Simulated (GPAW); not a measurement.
# MnO (F-43m) in GPAW: notebook

One crystal, MnO, is run at these levels: PBE+U, PBEsol+U; tasks: single point.

Program: GPAW 26.7.0. These are calculated values, not measurements. Logs are shortened: lines on timing, memory, paths and dates and some standing lists are left out, and cuts for length are marked. The log counts tension as positive stress, the text compression.

## (1) The structure

Symmetry: F-43m, No. 216, cubic system. The conventional cell has a = 4.873 Å, b = 4.873 Å, c = 4.873 Å, α = 90.00°, β = 90.00°, γ = 90.00°. Around Mn (site symmetry -43m) lie 4 O at 2.11 Å. Around O (site symmetry -43m) lie 4 Mn at 2.11 Å.

Measurements of this composition are mostly on another form, of space group No. 225.

## (2) Single point, PBE+U, collinear spin, ferromagnetic start

File run.py:

```python
from ase.dft.bandgap import bandgap
from ase.io import read, write
from ase.units import GPa
from gpaw import GPAW, PW

atoms = read('POSCAR')
atoms.set_initial_magnetic_moments([4.0, 0.0])

calc = GPAW(mode=PW(800),
            xc='PBE',
            kpts={'size': (7, 7, 7), 'gamma': True},
            occupations={'name': 'methfessel-paxton', 'order': 0, 'width': 0.05},
            setups={'Mn': ':d,7.0'},
            nbands=21,
            convergence={'density': 1e-05, 'energy': 1e-05},
            maxiter=150,
            txt='gpaw.txt')
atoms.calc = calc
energy = atoms.get_potential_energy()
forces = atoms.get_forces()
stress = atoms.get_stress()
calc.write('gs.gpw')
write('result.traj', atoms)
print(f'Energy: {energy:.6f} eV')
print('Forces (eV/A):')
print(forces.round(4))
print('Stress (GPa):', (stress / GPa).round(3))
print('Moments:', calc.get_magnetic_moments().round(3))
print('Fermi level:', round(calc.get_fermi_level(), 4), 'eV')
print(f'Gap: {bandgap(calc)[0]:.4f} eV, direct: {bandgap(calc, direct=True)[0]:.4f} eV')
```

File POSCAR:

```
MnO
1.0
    0.0000000000      2.4365134300      2.4365134300
    2.4365134300      0.0000000000      2.4365134300
    2.4365134300      2.4365134300      0.0000000000
Mn O
1 1
Direct
    0.0000000000      0.0000000000      0.0000000000
    0.2500000000      0.2500000000      0.2500000000
```

Potentials or basis: GPAW PAW data sets (gpaw-data 1.2.1), pw.

Run with:

```console
$ OMP_NUM_THREADS=1 python run.py
```

gpaw.txt:

```text
__  _  _
 | _ |_)|_||  |
 |__||  | ||/\| - 26.7.0

Input parameters:
  mode=PW(ecut=800.0),
  convergence={'density': 1e-05, 'energy': 1e-05},
  kpts=MonkhorstPack(size=(7, 7, 7), gamma=True),
  maxiter=150,
  nbands=21,
  occupations=Occupations(name='methfessel-paxton', order=0, width=0.05),
  setups={'Mn': ':d,7.0'},
  xc=XC(name='PBE')

Diagonalizing LCAO Hamiltonian
Converting LCAO to pw mode

           O

       Mn

Atoms  # Å, Bohr magnetons
|   | symbol |        x |        y |        z |    initial magnetic moments |
|---|--------|----------|----------|----------|-----------------------------|
| 0 |     Mn | 0.000000 | 0.000000 | 0.000000 | ( 0.0000,  0.0000,  4.0000) |
| 1 |      O | 1.218257 | 1.218257 | 1.218257 | ( 0.0000,  0.0000,  0.0000) |

Unit cell  # Å
| periodic |        x |        y |        z |  lengths |    angles |
|----------|----------|----------|----------|----------|-----------|
|      yes | 0.000000 | 2.436513 | 2.436513 | 3.445750 | 60.000000 |
|      yes | 2.436513 | 0.000000 | 2.436513 | 3.445750 | 60.000000 |
|      yes | 2.436513 | 2.436513 | 0.000000 | 3.445750 | 60.000000 |

Number of symmetries: 24
Symmetry operations  # r_c * U_cc + t_c -> r_c
|    | kind |            matrix            |
|----|------|------------------------------|
|  0 |  E   |  1, 0, 0,  0, 1, 0,  0, 0, 1 |
|  1 |  σ   |  1, 0, 0,  0, 0, 1,  0, 1, 0 |
|  2 |  σ   |  1, 0,-1,  0, 1,-1,  0, 0,-1 |
|  3 |  C3  |  1, 0,-1,  0, 0,-1,  0, 1,-1 |
|  4 |  C3  |  1,-1, 0,  0,-1, 1,  0,-1, 0 |
|  5 |  σ   |  1,-1, 0,  0,-1, 0,  0,-1, 1 |
|  6 |  σ   |  0, 1, 0,  1, 0, 0,  0, 0, 1 |
|  7 |  C3  |  0, 1, 0,  0, 0, 1,  1, 0, 0 |
|  8 |  C2  |  0, 1,-1,  1, 0,-1,  0, 0,-1 |
|  9 |  S4  |  0, 1,-1,  0, 0,-1,  1, 0,-1 |
| 10 |  C3  |  0, 0, 1,  1, 0, 0,  0, 1, 0 |
| 11 |  σ   |  0, 0, 1,  0, 1, 0,  1, 0, 0 |
| 12 |  S4  |  0, 0,-1,  1, 0,-1,  0, 1,-1 |
| 13 |  C3  |  0, 0,-1,  0, 1,-1,  1, 0,-1 |
| 14 |  S4  |  0,-1, 1,  1,-1, 0,  0,-1, 0 |
| 15 |  C2  |  0,-1, 1,  0,-1, 0,  1,-1, 0 |
| 16 |  C3  |  0,-1, 0,  1,-1, 0,  0,-1, 1 |
| 17 |  S4  |  0,-1, 0,  0,-1, 1,  1,-1, 0 |
| 18 |  S4  | -1, 1, 0, -1, 0, 1, -1, 0, 0 |
| 19 |  C3  | -1, 1, 0, -1, 0, 0, -1, 0, 1 |
| 20 |  C3  | -1, 0, 1, -1, 1, 0, -1, 0, 0 |
| 21 |  S4  | -1, 0, 1, -1, 0, 0, -1, 1, 0 |
| 22 |  σ   | -1, 0, 0, -1, 1, 0, -1, 0, 1 |
| 23 |  C2  | -1, 0, 0, -1, 0, 1, -1, 1, 0 |

BZ-sampling:
  Number of BZ points: 343
  Number of IBZ points: 20

  Monkhorst-Pack size: [7, 7, 7]
  Monkhorst-Pack shift: [0, 0, 0]

K-points  # in reciprocal-cell coordinates
|     |                                coordinates |     weight |
|-----|--------------------------------------------|------------|
|   0 | (  0.00000000,   0.00000000,   0.00000000) | 0.00291545 |
|   1 | (  0.14285714,   0.14285714,   0.00000000) | 0.01749271 |
|   2 | (  0.14285714,   0.14285714,   0.14285714) | 0.02332362 |
|   3 | (  0.28571429,   0.14285714,   0.14285714) | 0.03498542 |
|   4 | (  0.28571429,   0.28571429,   0.00000000) | 0.01749271 |
|   5 | (  0.28571429,   0.28571429,   0.14285714) | 0.06997085 |
|   6 | (  0.28571429,   0.28571429,   0.28571429) | 0.02332362 |
|   7 | (  0.42857143,  -0.28571429,  -0.28571429) | 0.03498542 |
|   8 | (  0.42857143,   0.28571429,  -0.42857143) | 0.13994169 |
|   9 | (  0.42857143,   0.28571429,  -0.28571429) | 0.06997085 |
| ... |                                            |            |
|  19 | (  0.42857143,   0.42857143,   0.42857143) | 0.02332362 |

Plane wave coefficients: 1498
Cutoff: 800.0 eV

Spin-components: 2 (collinear spins)
Bands:           21
Projectors:      11
Spin-degeneracy: 1
Datatype:        complex128

Parallelization:
  kpt:    1
  domain: 1
  band:   1

Density:
  Valence electrons: 21.0
  Components: 2
  Grid points: [24 24 24]
  Charge: 0.0  # |e|

Potential:
  Grid points: [24 24 24]

species:
  Mn:
    name:    Manganese
    Z:       25.0
    valence: 15
    core:    10
    charge:  0.0  # [|e|]
    Hubbard: {U: 7.0,  # eV
              l: 2,
              scale: True}
    compensation charges:
      type: gauss
      rc: 0.38  # [Å]
      lmax: 2
    cutoffs:
      filter: 2.14  # [Å]
      core: 0.86  # [Å]
    projectors
    | kind |    occ | energy [eV] | rcut [Å] |
    |------|--------|-------------|----------|
    |   3s |  2.000 |     -85.859 |    1.275 |
    |   4s |  2.000 |      -5.106 |    1.275 |
    |   3p |  6.000 |     -54.597 |    1.281 |
    |   4p |  0.000 |      -1.371 |    1.281 |
    |   3d |  5.000 |      -6.771 |    1.138 |
    |    d |        |      20.441 |    1.138 |

    Using partial waves for Mn as LCAO basis

  O:
    name:    Oxygen
    Z:       8.0
    valence: 6
    core:    2
    charge:  0.0  # [|e|]
    compensation charges:
      type: gauss
      rc: 0.21  # [Å]
      lmax: 2
    cutoffs:
      filter: 1.17  # [Å]
      core: 0.83  # [Å]
    projectors
    | kind |    occ | energy [eV] | rcut [Å] |
    |------|--------|-------------|----------|
    |   2s |  2.000 |     -23.961 |    0.688 |
    |   2p |  4.000 |      -9.029 |    0.598 |
    |    s |        |       3.251 |    0.688 |
    |    p |        |      18.182 |    0.598 |
    |    d |        |       0.000 |    0.619 |

    Using partial waves for O as LCAO basis

Reference energy: -33554.940374  # eV

eigensolver:
  PPCG
  Converge bands: occupied
  niter=2

density mixing:
  MSR1-Mixer
  Pratt-step length: 0.05
  Maximum mixing coefficient: 0.75
  Old densities: 10
  SVD Regularization: 0.005
  Good broyden scale: 1.0
  Trust region scale: 1.0
  Backstep threshold: 4.0
  History deletion threshold: 6.0
  Fourier metric: weight=20.0, sigma=0.015

occupation numbers:
  Methfessel-Paxton:
    width: 0.0500  # eV
    order: 0

poisson solver:
  ecut: 6400.0  # eV

xc functional:
  name: PBE with 2 nearest neighbor stencil

convergence criteria:
- Maximum integral of absolute [dens]ity change: 1e-05 electrons / valence electron
- Maximum [total energy] change in last 3 cyles: 1e-05 eV / valence electron
- Maximum integral of absolute [eigenst]ate change: 4e-08 eV^2 / valence electron
maximum number of iterations: 150

SCF iterations
|iter     | |      energy | eigst |  dens |  magmom |
|---------|-|-------------|-------|-------|---------|
|iter:   1| |  -17.918113 | +0.21 |       |  +4.0033|
|iter:   2| |  -17.501821 | -1.90 | -0.79 |  +4.0531|
|iter:   3| |  -16.770369 | -1.52 | -0.83 |  +4.5916|
|iter:   4| |  -16.876380 | -3.12 | -1.39 |  +4.8230|
|iter:   5| |  -16.902254 | -2.62 | -1.72 |  +4.9787|
|iter:   6| |  -16.903154 | -4.66 | -2.40 |  +4.9997|
|iter:   7| |  -16.903252 | -4.87 | -2.90 |  +5.0008|
|iter:   8| |  -16.903256c| -6.50 | -3.73 |  +5.0004|
|iter:   9| |  -16.903257c| -7.30 | -4.07 |  +4.9999|
|iter:  10| |  -16.903257c| -8.25c| -4.86 |  +5.0000|
|iter:  11| |  -16.903257c| -8.41c| -5.24c|  +5.0000|

Converged in 11 steps
Energy contributions relative to reference atoms: (reference = -33554.940374)

Energy contributions:
  Kinetic:          34.945779
  Coulomb:         -29.873630
  Zero:              0.250077
  External:          0.000000
  Xc:              -22.225423
  Entropy:          -0.000120
  Spinorbit:         0.000000
  ----------------------------
  Free energy:     -16.903317
  Extrapolated:    -16.903257

dipole moment: (-11.287082, -11.287082, -11.287082)  # |e|*Ang

Total magnetic moment: (0.000000, 0.000000, 5.000001)

Local magnetic moments
|        x |        y |        z |
|----------|----------|----------|
| 0.000000 | 0.000000 | 4.604617 |  # Mn   0
| 0.000000 | 0.000000 | 0.045537 |  # O    1

Fermi level: 4.142
Eigenvalues  # (at kpt = [0.000, 0.000, 0.000])
| band index |      eig [eV] | occ [0-1] |      eig [eV] | occ [0-1] |
|------------|---------------|-----------|---------------|-----------|
|          0 |       -75.537 |     1.000 |       -70.339 |     1.000 |
|        ... |               |           |               |           |
|          3 |       -44.380 |     1.000 |       -39.296 |     1.000 |
|          4 |       -13.498 |     1.000 |       -13.327 |     1.000 |
|          5 |        -2.113 |     1.000 |         1.598 |     1.000 |
|          6 |        -2.113 |     1.000 |         1.598 |     1.000 |
|          7 |        -2.113 |     1.000 |         1.598 |     1.000 |
|          8 |        -0.596 |     1.000 |         5.283 |     0.000 |
[... 8 lines left out ...]
|         17 |        21.643 |     0.000 |        22.741 |     0.000 |
|         18 |        21.643 |     0.000 |        24.169 |     0.000 |
|        ... |               |           |               |           |
|         20 |        22.192 |     0.000 |        24.169 |     0.000 |

No gap
No difference between direct/indirect transitions

Forces  # eV/Ang
|        x |        y |        z |
|----------|----------|----------|
| -0.00000 | -0.00000 | -0.00000 |  # Mn   0
|  0.00000 | -0.00000 | -0.00000 |  # O    1

Stress tensor  # eV/Ang^3
|         x |         y |         z |
|-----------|-----------|-----------|
| -0.018645 | -0.000000 |  0.000000 |
| -0.000000 | -0.018645 |  0.000000 |
|  0.000000 |  0.000000 | -0.018645 |

# Writing to gs.gpw (mode='')
```

stdout:

```text
Energy: -16.903257 eV
Forces (eV/A):
[[-0. -0. -0.]
 [ 0. -0. -0.]]
Stress (GPa): [-2.987 -2.987 -2.987  0.     0.    -0.   ]
Moments: [4.605 0.046]
Fermi level: 4.1419 eV
Gap: 0.0000 eV, direct: 0.0000 eV
```

Wall time 30 s (1 thread of Arm Neoverse V1, shared host); peak memory 0.18 GiB.

Results:

```
Free energy            : -16.9033 eV
Pressure               : 3.0 GPa
Band gap on the k mesh : none (metal or under the smearing width)
Net moment             : 5.00 μB per cell
Site moments           : Mn +4.60; O +0.05 μB
```

Caveat: a cell with one magnetic atom can't hold antiferromagnetic order, which such compounds often take. The state reached can hang on the start; a lower one may exist.

(Part 1 of 2 ends here.)
